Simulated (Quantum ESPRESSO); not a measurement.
**PbS (Galena) under changes of volume**

One of the cells (26.086 Å³/atom); the others are scaled copies at fixed shape and fractional positions:

```
CELL_PARAMETERS angstrom
0.00000 2.96575 2.96575
2.96575 0.00000 2.96575
2.96575 2.96575 0.00000
ATOMIC_POSITIONS crystal
Pb 0.00000 0.00000 0.00000
S 0.50000 0.50000 0.50000
```

- Program: Quantum ESPRESSO 7.5
- Functional: rev-vdW-DF2
- Potentials or basis: PseudoDojo 0.4.1 SR PBE standard
- Cutoff: 762 eV
- Density cutoff: 3048 eV
- k mesh: 8 × 8 × 8
- Occupations: fermi-dirac, width 0.05 eV
- Spin: no spin polarisation

```csv
volume (Å³/atom),energy over the lowest point (meV/atom),pressure (GPa),gap on the mesh (eV)
24.521,33.63,5.5,0.11
25.042,18.37,3.9,0.20
25.564,7.98,2.5,0.27
26.086,2.00,1.2,0.35
26.607,0.00,0.0,0.41
27.129,1.59,-1.0,0.48
27.651,?,?,?
```

Problem. What does the run at 27.651 Å³/atom give?

Solution. Energy over the lowest point 6.42 meV/atom; pressure -2.0 GPa; gap on the mesh 0.53 eV.

Worked out: A Birch-Murnaghan fit of order 3 (a polynomial in V^(-2/3)) to the other rows has its minimum at 26.63 Å³/atom with B0 = V·E''(V) = 56 GPa and B' = 4.2. It gives 6.42 meV/atom at 27.651 Å³/atom, against the run's 6.42, and -dE/dV = -1.9 GPa, against -2.0. A straight line through the other rows of the gap, of slope 3.62 eV per unit of ln V (its deformation potential), extrapolates to 0.55 eV, against the run's 0.53.

Energies are extrapolated to zero smearing.

Caveats: the potentials were made for another functional, which shifts forces and pressure; spin-orbit coupling is left out, which as a rule narrows the gap of such compounds by several tenths of an eV.

A mesh can miss the band edges.
